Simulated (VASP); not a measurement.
Here is a VASP 6.6.1 calculation.

File INCAR:

```
PREC = Accurate ; ENCUT = 600
EDIFF = 1E-6 ; ISMEAR = 0
SIGMA = 0.05 ; LREAL = False
LASPH = True ; NELM = 80
ALGO = Normal ; ISIF = 3
LWAVE = False ; LCHARG = False
GGA = PE ; IBRION = 2
NSW = 40 ; EDIFFG = -0.02
```

The input KPOINTS:

```
Automatic mesh
0
Gamma
  14 14 14
```

The input POSCAR:

```
B
1.0
    1.8852400000      0.0000000000      0.0000000000
    0.0000000000      1.8852400000      0.0000000000
    0.0000000000      0.0000000000      1.8852400000
B
1
Direct
    0.5000000000      0.5000000000      0.5000000000
```

Potentials or basis: VASP PAW PBE potentials, release 64 (B).

Command:

```bash
$ cat potpaw_PBE.64/B/POTCAR > POTCAR
$ mpirun -np 1 vasp_std > vasp.out
```

(1) Predict the band gap on the k mesh.

Answers

(1) none (metal or under the smearing width).

Caveat: the relaxation stopped at its first step, so nothing moved.
